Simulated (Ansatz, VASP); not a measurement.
Two plane-wave programs on Rh

```
Rh
1.0
     0.00000   -1.91497   -1.91497
     0.00000    1.91497   -1.91497
     3.82993    0.00000    0.00000
Rh
2
Direct
  0.50000 0.50000 0.50000
  0.00000 0.00000 0.00000
```

Alike in both runs: task single point; functional PBE; k mesh 12 × 12 × 10; occupations gaussian, width 0.15 eV; no spin polarisation.

|  | VASP | Ansatz |
| --- | --- | --- |
| version | VASP 6.6.1 | Ansatz 0.2.0 |
| potentials or method | VASP PAW PBE potentials, release 64 (Rh_pv) | scalar-relativistic, plane waves, PAW |
| plane-wave cutoff (eV) | 520 | 420 |
| valence electrons in the cell | 30 | 34 |

|  | VASP | Ansatz | Ansatz less VASP |
| --- | --- | --- | --- |
| gap on the k mesh at the Fermi level (eV) | none | none | - |
| pressure (GPa) | 0.1 | 0.0 | -0.03 |

A gap of «none» marks a metal or a gap that the smearing closes. The functional is the same, so the differences come from potentials, cutoffs and numerics. The two sets of potentials don't hold the same shells in valence.

Caveats: the real-space grid breaks the cell's symmetry a little (VASP).
